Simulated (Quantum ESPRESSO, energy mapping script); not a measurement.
# NiHO2 monolayer: exchange couplings from total energies, part 2 of 2

Wanted: the magnetic order of NiHO2 monolayer, its couplings and an estimate of its ordering temperature, by PBE+U (6.9 eV), QE, GBRV.

PBE with U = 6.9 eV on Ni d, ortho-atomic projectors; plane waves, U on orthogonalised atomic orbitals unless named otherwise, collinear spin, no spin–orbit coupling.

So far. Step 3 (Parallel start in cell A (8 atoms)): The run ends ferromagnetic.

### 4. Order 2: compensated +−, cell A of 8 atoms

Level of this step: PBE with U = 6.9 eV on Ni d, ortho-atomic projectors, GBRV potentials (Quantum ESPRESSO).

This order reverses 4 of the 6 neighbours at 2.98 Å and 4 of the 6 neighbours at 5.16 Å, counted for an average magnetic atom.

Input file pw.in:

```
&control
  calculation = 'scf'
  prefix = 'pw'
  outdir = './tmp/'
  pseudo_dir = './pseudo/'
  verbosity = 'low'
/
&system
  ibrav = 0
  nat = 8
  ntyp = 4
  ecutwfc = 45
  ecutrho = 360
  nbnd = 44
  occupations = 'smearing'
  smearing = 'fd'
  degauss = 0.00367493
  nspin = 2
  starting_magnetization(1) = 0.1111
  starting_magnetization(2) = -0.1111
/
&electrons
  conv_thr = 2.0e-08
  electron_maxstep = 120
  mixing_beta = 0.3
  mixing_mode = 'plain'
/
ATOMIC_SPECIES
  Ni1 58.6934 Ni.upf
  Ni2 58.6934 Ni.upf
  O 15.9990 O.upf
  H 1.0080 H.upf
CELL_PARAMETERS angstrom
  2.97855914 0.00000029 0.00000000
  -2.97855964 5.15901547 0.00000000
  0.00000000 0.00000000 17.99039200
ATOMIC_POSITIONS crystal
  Ni1 0.66666700 0.16666650 0.47201400
  Ni2 0.66666700 0.66666650 0.47201400
  O 0.00000033 0.49999983 0.41688900
  O 0.00000033 0.99999983 0.41688900
  O 0.33333367 0.33333317 0.52845400
  O 0.33333367 0.83333317 0.52845400
  H 0.33333367 0.33333317 0.58311100
  H 0.33333367 0.83333317 0.58311100
K_POINTS automatic
  12 6 1 0 0 0
HUBBARD {ortho-atomic}
U Ni1-3d 6.9
U Ni2-3d 6.9
```

The run is started by

```
$ OMP_NUM_THREADS=1 mpirun -n 8 pw.x -nk 8 -in pw.in > pw.out
```

The program printed:

```text
[banner, memory and clock lines left out]
Program PWSCF v.7.5 starts
[...]
unit-cell volume          =    1865.5647 (a.u.)^3
     number of atoms/cell      =            8
[...]
number of electrons       =        62.00
     number of Kohn-Sham states=           44
     kinetic-energy cutoff     =      45.0000  Ry
     charge density cutoff     =     360.0000  Ry
     scf convergence threshold =      2.0E-08
[...]
Exchange-correlation=  SLA  PW   PBX  PBC
[...]
Hubbard projectors: ortho-atomic
     Hubbard parameters of DFT+U (Dudarev formulation) in eV:
[...]
atomic species   magnetization
[...]
2 Sym. Ops. (no inversion) found
[...]
number of k points=    25  Fermi-Dirac smearing, width (Ry)=  0.0037
[...]
Number of occupied Hubbard levels =   16.0000
     Atomic wfc used for Hubbard projectors are orthogonalized
[...]
iteration #  1     ecut=    45.00 Ry     beta= 0.30
[...]
Number of occupied Hubbard levels =    5.8165
     total energy              =    -785.56336343 Ry
     estimated scf accuracy    <      84.29976260 Ry
     total magnetization       =     0.00 Bohr mag/cell
     absolute magnetization    =     5.40 Bohr mag/cell
     iteration #  2     ecut=    45.00 Ry     beta= 0.30
[...]
total energy              =    -815.46010749 Ry
     estimated scf accuracy    <      49.93625278 Ry
     total magnetization       =     0.00 Bohr mag/cell
     absolute magnetization    =     0.38 Bohr mag/cell
     iteration #  3     ecut=    45.00 Ry     beta= 0.30
[...]
total energy              =    -816.95780930 Ry
     estimated scf accuracy    <      17.36676908 Ry
     total magnetization       =    -0.00 Bohr mag/cell
     absolute magnetization    =     1.03 Bohr mag/cell
[...]
total energy              =    -817.50568388 Ry
[...]
iteration # 28     ecut=    45.00 Ry     beta= 0.30
[...]
total energy              =    -817.50568402 Ry
     estimated scf accuracy    <       0.00000003 Ry
     total magnetization       =    -0.00 Bohr mag/cell
     absolute magnetization    =     3.88 Bohr mag/cell
     iteration # 29     ecut=    45.00 Ry     beta= 0.30
[...]
Magnetic moment per site  (integrated on atomic sphere of radius R)
     atom   1 (R=0.275)  charge= 15.3700  magn=  1.4843
[...]
1.6406   1.6854   3.8173   3.8897   4.9731   4.9914   7.4628   7.4739
     7.7304   7.7443   8.4881   8.6307
          k =-0.5000-0.1925 0.0000 (  9542 PWs)   bands (ev):
  -106.4834-104.3697 -66.9152 -66.9047 -66.7104 -64.8858 -64.7973 -64.7035
[...]
8.2240   8.2337   8.5705   8.6380
          k =-0.5000-0.0962 0.0000 (  9564 PWs)   bands (ev):
  -106.4834-104.3697 -66.9152 -66.9047 -66.7104 -64.8858 -64.7973 -64.7035
[...]
7.8965   7.8969   8.6761   8.7654
          k =-0.5000-0.5774 0.0000 (  9564 PWs)   bands (ev):
  -106.4834-104.3697 -66.9152 -66.9047 -66.7104 -64.8858 -64.7973 -64.7035
[...]
------ SPIN DOWN ----------
          k = 0.0000 0.0000 0.0000 (  9457 PWs)   bands (ev):
[...]
k =-0.0000 0.0962 0.0000 (  9419 PWs)   bands (ev):
[...]
k =-0.0000 0.1925 0.0000 (  9457 PWs)   bands (ev):
[...]
k = 0.0000-0.2887 0.0000 (  9504 PWs)   bands (ev):
[...]
k = 0.0833 0.0481 0.0000 (  9454 PWs)   bands (ev):
[...]
k = 0.0833 0.1443 0.0000 (  9488 PWs)   bands (ev):
[...]
k = 0.2500-0.0481 0.0000 (  9541 PWs)   bands (ev):
[...]
k = 0.3333-0.0962 0.0000 (  9556 PWs)   bands (ev):
[...]
k = 0.4167 0.2406 0.0000 (  9507 PWs)   bands (ev):
[...]
k = 0.4167 0.4330 0.0000 (  9548 PWs)   bands (ev):
[...]
k = 0.4167-0.0481 0.0000 (  9562 PWs)   bands (ev):
[...]
k =-0.5000-0.2887 0.0000 (  9480 PWs)   bands (ev):
[...]
k =-0.5000-0.1925 0.0000 (  9542 PWs)   bands (ev):
[...]
k =-0.5000-0.0962 0.0000 (  9564 PWs)   bands (ev):
  -106.4834-104.3696 -66.9152 -66.9047 -66.7105 -64.8857 -64.7973 -64.7034
[...]
7.8965   7.8969   8.6761   8.7653
          k =-0.5000-0.5774 0.0000 (  9564 PWs)   bands (ev):
  -106.4834-104.3696 -66.9152 -66.9047 -66.7105 -64.8858 -64.7973 -64.7034
[...]
-5.5800  -4.9150  -4.8197  -4.4220  -4.0041  -3.6996  -2.4641  -2.2354
     1.4067   1.6028   3.2752   3.2930   6.2268   6.2317   7.2456   7.2484
     7.8197   7.8219   8.4896   8.5246
     the Fermi energy is    -2.1808 ev
!    total energy              =    -817.50568412 Ry
     estimated scf accuracy    <       0.00000001 Ry
     smearing contrib. (-TS)   =      -0.00266855 Ry
     internal energy E=F+TS    =    -817.50301556 Ry
     The total energy is F=E-TS. E is the sum of the following terms:
     one-electron contribution =   -4066.10201548 Ry
     hartree contribution      =    2039.06703542 Ry
     xc contribution           =    -101.47416428 Ry
     ewald contribution        =    1310.76772056 Ry
     Hubbard energy            =       0.23840821 Ry
     total magnetization       =    -0.00 Bohr mag/cell
     absolute magnetization    =     3.88 Bohr mag/cell
     convergence has been achieved in  29 iterations
```

It took 2.8 min on 8 MPI ranks of Arm Neoverse V2, shared host; peak memory 2.8 GiB.

Spin moment in the sphere by atom:

```tsv
atom	spin moment in the sphere (μB)
Ni1	1.48
Ni2	-1.48
O3	-0.02
O4	0.02
O5	0.00
O6	0.00
H7	0.00
H8	0.00
```

The run ends antiferromagnetic, 108.58 meV a magnetic atom above the parallel order of its cell (energies taken at zero occupation width, not the printed F).

### 5. Order 3: parallel, cell B of 12 atoms

The parallel order again, as the reference for this cell.

Input file pw.in:

```
&control
  calculation = 'scf'
  prefix = 'pw'
  outdir = './tmp/'
  pseudo_dir = './pseudo/'
  verbosity = 'low'
/
&system
  ibrav = 0
  nat = 12
  ntyp = 3
  ecutwfc = 45
  ecutrho = 360
  nbnd = 66
  occupations = 'smearing'
  smearing = 'fd'
  degauss = 0.00367493
  nspin = 2
  starting_magnetization(1) = 0.1111
/
&electrons
  conv_thr = 3.0e-08
  electron_maxstep = 120
  mixing_beta = 0.3
  mixing_mode = 'plain'
/
ATOMIC_SPECIES
  Ni 58.6934 Ni.upf
  O 15.9990 O.upf
  H 1.0080 H.upf
CELL_PARAMETERS angstrom
  -0.00000050 5.15901576 0.00000000
  -4.46783946 7.73852321 0.00000000
  0.00000000 0.00000000 17.99039200
ATOMIC_POSITIONS crystal
  Ni 0.66666700 0.66666633 0.47201400
  Ni 0.66666700 0.99999967 0.47201400
  Ni 0.66666700 0.33333300 0.47201400
  O 0.00000033 0.33333300 0.41688900
  O 0.00000033 0.66666633 0.41688900
  O 0.00000033 0.99999967 0.41688900
  O 0.33333367 0.99999967 0.52845400
  O 0.33333367 0.33333300 0.52845400
  O 0.33333367 0.66666633 0.52845400
  H 0.33333367 0.99999967 0.58311100
  H 0.33333367 0.33333300 0.58311100
  H 0.33333367 0.66666633 0.58311100
K_POINTS automatic
  11 11 1 0 0 0
HUBBARD {ortho-atomic}
U Ni-3d 6.9
```

The program printed:

```text
[banner, memory and clock lines left out]
Program PWSCF v.7.5 starts
[...]
unit-cell volume          =    2798.3470 (a.u.)^3
     number of atoms/cell      =           12
[...]
number of electrons       =        93.00
     number of Kohn-Sham states=           66
     kinetic-energy cutoff     =      45.0000  Ry
     charge density cutoff     =     360.0000  Ry
[...]
The total energy is F=E-TS. E is the sum of the following terms:
     one-electron contribution =   -6098.76401147 Ry
     hartree contribution      =    3058.21613874 Ry
     xc contribution           =    -152.22499944 Ry
     ewald contribution        =    1966.15158083 Ry
     Hubbard energy            =       0.34200194 Ry
     total magnetization       =     3.00 Bohr mag/cell
     absolute magnetization    =     6.47 Bohr mag/cell
     convergence has been achieved in  24 iterations
[key lines of the parts left out:]
!    total energy              =   -1226.28225431 Ry
the Fermi energy is    -2.1566 ev
```

The job ended after 5.2 min (8 MPI ranks; peak memory 5.5 GiB).

The run ends ferromagnetic. For each magnetic atom its energy differs from the parallel run of the first cell by -1.38 meV, an error that one common reference would have brought in.

### 6. Order 4: uncompensated ++−, cell B of 12 atoms

This order reverses 4 of the 6 neighbours at 2.98 Å and 0 of the 6 neighbours at 5.16 Å, counted for an average magnetic atom.

pw.in, as its differences from that of step 5:

```diff
@@ -10,6 +10,6 @@
   nat = 12
-  ntyp = 3
+  ntyp = 4
   ecutwfc = 45
   ecutrho = 360
-  nbnd = 66
+  nbnd = 64
   occupations = 'smearing'
@@ -19,2 +19,3 @@
   starting_magnetization(1) = 0.1111
+  starting_magnetization(2) = -0.1111
 /
@@ -27,3 +28,4 @@
 ATOMIC_SPECIES
-  Ni 58.6934 Ni.upf
+  Ni1 58.6934 Ni.upf
+  Ni2 58.6934 Ni.upf
   O 15.9990 O.upf
@@ -35,5 +37,5 @@
 ATOMIC_POSITIONS crystal
-  Ni 0.66666700 0.66666633 0.47201400
-  Ni 0.66666700 0.99999967 0.47201400
-  Ni 0.66666700 0.33333300 0.47201400
+  Ni1 0.66666700 0.66666633 0.47201400
+  Ni1 0.66666700 0.99999967 0.47201400
+  Ni2 0.66666700 0.33333300 0.47201400
   O 0.00000033 0.33333300 0.41688900
@@ -50,2 +52,3 @@
 HUBBARD {ortho-atomic}
-U Ni-3d 6.9
+U Ni1-3d 6.9
+U Ni2-3d 6.9
```

The program printed:

```text
[banner, memory and clock lines left out]
Program PWSCF v.7.5 starts
[...]
unit-cell volume          =    2798.3470 (a.u.)^3
     number of atoms/cell      =           12
[...]
number of electrons       =        93.00
     number of Kohn-Sham states=           64
     kinetic-energy cutoff     =      45.0000  Ry
     charge density cutoff     =     360.0000  Ry
     scf convergence threshold =      3.0E-08
[...]
estimated scf accuracy    <       0.00000002 Ry
[...]
one-electron contribution =   -6099.46929402 Ry
     hartree contribution      =    3058.95827785 Ry
     xc contribution           =    -152.24654468 Ry
     ewald contribution        =    1966.15158083 Ry
     Hubbard energy            =       0.36005237 Ry
     total magnetization       =     2.71 Bohr mag/cell
     absolute magnetization    =     6.05 Bohr mag/cell
     convergence has been achieved in  28 iterations
[...]
[key lines of the parts left out:]
!    total energy              =   -1226.24962359 Ry
```

The job ended after 6.1 min (8 MPI ranks; peak memory 5.5 GiB).

The run ends ferrimagnetic, 149.65 meV a magnetic atom above the parallel order of its cell (energies taken at zero occupation width, not the printed F).

### 7. Parallel start in cell C (12 atoms)

A new cell needs its own zero of energy.

This run holds the same structure in another cell (a 5.159 → 2.979 Å, γ 30.0 → 120.0°).

Input file pw.in:

```
&control
  calculation = 'scf'
  prefix = 'pw'
  outdir = './tmp/'
  pseudo_dir = './pseudo/'
  verbosity = 'low'
/
&system
  ibrav = 0
  nat = 12
  ntyp = 3
  ecutwfc = 45
  ecutrho = 360
  nbnd = 66
  occupations = 'smearing'
  smearing = 'fd'
  degauss = 0.00367493
  nspin = 2
  starting_magnetization(1) = 0.1111
/
&electrons
  conv_thr = 3.0e-08
  electron_maxstep = 120
  mixing_beta = 0.3
  mixing_mode = 'plain'
/
ATOMIC_SPECIES
  Ni 58.6934 Ni.upf
  O 15.9990 O.upf
  H 1.0080 H.upf
CELL_PARAMETERS angstrom
  2.97855914 0.00000029 0.00000000
  -4.46783946 7.73852321 0.00000000
  0.00000000 0.00000000 17.99039200
ATOMIC_POSITIONS crystal
  Ni 0.66666700 0.11111100 0.47201400
  Ni 0.66666700 0.44444433 0.47201400
  Ni 0.66666700 0.77777767 0.47201400
  O 0.00000033 0.33333322 0.41688900
  O 0.00000033 0.66666656 0.41688900
  O 0.00000033 0.99999989 0.41688900
  O 0.33333367 0.22222211 0.52845400
  O 0.33333367 0.55555544 0.52845400
  O 0.33333367 0.88888878 0.52845400
  H 0.33333367 0.22222211 0.58311100
  H 0.33333367 0.55555544 0.58311100
  H 0.33333367 0.88888878 0.58311100
K_POINTS automatic
  12 4 1 0 0 0
HUBBARD {ortho-atomic}
U Ni-3d 6.9
```

The program printed:

```text
[banner, memory and clock lines left out]
Program PWSCF v.7.5 starts
[...]
unit-cell volume          =    2798.3470 (a.u.)^3
     number of atoms/cell      =           12
[...]
number of electrons       =        93.00
     number of Kohn-Sham states=           66
     kinetic-energy cutoff     =      45.0000  Ry
     charge density cutoff     =     360.0000  Ry
     scf convergence threshold =      3.0E-08
[...]
estimated scf accuracy    <          6.5E-09 Ry
[...]
one-electron contribution =   -6098.77274865 Ry
     hartree contribution      =    3058.22529855 Ry
     xc contribution           =    -152.22505376 Ry
     ewald contribution        =    1966.15157923 Ry
     Hubbard energy            =       0.34204896 Ry
     total magnetization       =     3.00 Bohr mag/cell
     absolute magnetization    =     6.47 Bohr mag/cell
     convergence has been achieved in  30 iterations
[...]
[key lines of the parts left out:]
!    total energy              =   -1226.28205837 Ry
```

It took 4.9 min on 8 MPI ranks; peak memory 4.2 GiB.

The run ends ferromagnetic. For each magnetic atom its energy differs from the parallel run of the first cell by 0.00 meV, an error that one common reference would have brought in.

### 8. Uncompensated ++− start in cell C (12 atoms)

Reversing part of the moments probes the couplings between the two sets.

pw.in, as its differences from that of step 7:

```diff
@@ -10,6 +10,6 @@
   nat = 12
-  ntyp = 3
+  ntyp = 4
   ecutwfc = 45
   ecutrho = 360
-  nbnd = 66
+  nbnd = 64
   occupations = 'smearing'
@@ -19,2 +19,3 @@
   starting_magnetization(1) = 0.1111
+  starting_magnetization(2) = -0.1111
 /
@@ -27,3 +28,4 @@
 ATOMIC_SPECIES
-  Ni 58.6934 Ni.upf
+  Ni1 58.6934 Ni.upf
+  Ni2 58.6934 Ni.upf
   O 15.9990 O.upf
@@ -35,5 +37,5 @@
 ATOMIC_POSITIONS crystal
-  Ni 0.66666700 0.11111100 0.47201400
-  Ni 0.66666700 0.44444433 0.47201400
-  Ni 0.66666700 0.77777767 0.47201400
+  Ni1 0.66666700 0.11111100 0.47201400
+  Ni1 0.66666700 0.44444433 0.47201400
+  Ni2 0.66666700 0.77777767 0.47201400
   O 0.00000033 0.33333322 0.41688900
@@ -50,2 +52,3 @@
 HUBBARD {ortho-atomic}
-U Ni-3d 6.9
+U Ni1-3d 6.9
+U Ni2-3d 6.9
```

The program printed:

```text
Program PWSCF v.7.5 starts
[...]
unit-cell volume          =    2798.3470 (a.u.)^3
     number of atoms/cell      =           12
[...]
number of electrons       =        93.00
     number of Kohn-Sham states=           64
     kinetic-energy cutoff     =      45.0000  Ry
     charge density cutoff     =     360.0000  Ry
     scf convergence threshold =      3.0E-08
[...]
Exchange-correlation=  SLA  PW   PBX  PBC
[...]
total energy              =   -1226.26140206 Ry
     estimated scf accuracy    <       0.00247721 Ry
     total magnetization       =     0.74 Bohr mag/cell
     absolute magnetization    =     6.01 Bohr mag/cell
     iteration #108     ecut=    45.00 Ry     beta= 0.30
[...]
total energy              =   -1226.25880680 Ry
     estimated scf accuracy    <       0.00282794 Ry
     total magnetization       =     0.67 Bohr mag/cell
     absolute magnetization    =     6.02 Bohr mag/cell
     iteration #109     ecut=    45.00 Ry     beta= 0.30
```

It took 19 min on 8 MPI ranks; peak memory 4.2 GiB.

The run was stopped unfinished when the time set aside for it ran out, so what it printed is not taken as a result.

### 9. From energies to couplings

Each energy difference is a sum of couplings weighted by the pairs that the order reverses. A few near shells are fitted to the differences by least squares. Energies are those extrapolated to zero occupation width, not the free energies F.

The orders side by side; each is measured from the parallel order in the same cell and on the same mesh:

```tsv
order	atoms	energy (meV a magnetic atom)	moments (μB)	moments kept as typed	opposed neighbours at 2.98, 5.16 Å
parallel in cell A	8	0.00	1.48	yes	0, 0
compensated +− in cell A	8	108.58	1.48	yes	4, 4
parallel in cell B	12	0.00	1.48	yes	0, 0
uncompensated ++− in cell B	12	149.65	1.37 to 1.57	yes	4, 0
parallel in cell C	12	0.00	1.48	yes	0, 0
```

The Heisenberg fit (each pair counts twice, positive J is ferromagnetic):

```tsv
pair	distance (Å)	neighbours	J (meV)
Ni–Ni	2.98	6	18.7
Ni–Ni	5.16	6	-5.13
```

These orders cannot tell some unfitted shells from fitted ones: the value at 2.98 Å holds J(2.98) + J(5.96) + 2 J(7.88) and the value at 5.16 Å holds J(5.16) − J(5.96); other unfitted shells add to the values wholly or in part.

Limits of this fit: couplings between layers, chains or clusters are absent from the fit or under 2 % of the largest, so temperatures below mark short-range order; 1 of the orders did not finish or lost their signs.

In mean field these couplings order at 630 K.

### 10. Finite temperature

Mean field ignores fluctuations and overstates the ordering temperature, so the model is also sampled. The heat capacity peaks where order sets in.

Classical unit spins with these couplings on 30×30×1 copies of a cell that holds the lowest order (900 spins), heat-bath sweeps, cooled from random directions, 1236 sweeps to settle and 3709 measured at each temperature, averaged over 8 runs.

```tsv
T (K)	heat capacity (k_B a spin)
75.6	1.02
129	1.07
210	1.31
237	1.34
264	1.29
317	1.24
398	0.97
451	0.81
505	0.72
559	0.58
639	0.47
693	0.41
```

The smoothed heat capacity has a broad peak at 235 K. An isotropic layer has no long-range order above 0 K, so no order parameter is shown.

### 11. Outcome

| Property | Result |
| --- | --- |
| lowest order tried | parallel |
| largest fitted value (a combination of shells), Ni–Ni at 2.98 Å | 18.7 meV |
| ordering temperature, mean field | 630 K |
| heat-capacity peak, Monte Carlo | 235 K |

Of the orders tried, NiHO2 monolayer prefers parallel moments under PBE+U (6.9 eV), QE, GBRV. The largest fitted value is 19 meV, at 2.98 Å. It is a combination of shells that these orders cannot split, so neither its size nor its sign can be laid on that pair alone. The orders also reverse pairs at 5.96 Å, which are not fitted, so the fitted values hold their part too. 2 energy differences fix 2 couplings with none to spare, so the fit tests nothing. In the fitted orders moments change by up to 7.5 % against the parallel run of the same cell, so the mapping is rough. Every order is gapless on its mesh at this level. In a metal exchange reaches farther, and a short model of fixed moments is less apt; where the compound is in fact an insulator, these couplings come from a wrongly metallic state. The fitted couplings above 2 % of the largest link the moments within layers only, where isotropic couplings give no order above 0 K. The peak at 235 K marks where short-range order sets in on this finite lattice; real ordering needs anisotropy.

[Logs and program files are shortened in this print: banners, set-up blocks, solver, clock and traceback lines can be left out without a mark of their own.]

[Logs are printed without paths, hosts, clocks, repeated set-up lines and the standing remarks that a program may print on its own settings, such as how far it seeks lower states.]

[Hosts, paths, dates, database ids (printed as entryN), source tags and the programs' standing remarks are cut or masked in the printed files.]

[Where a cell is said to come from a database of computed structures, the database is the Materials Project.]
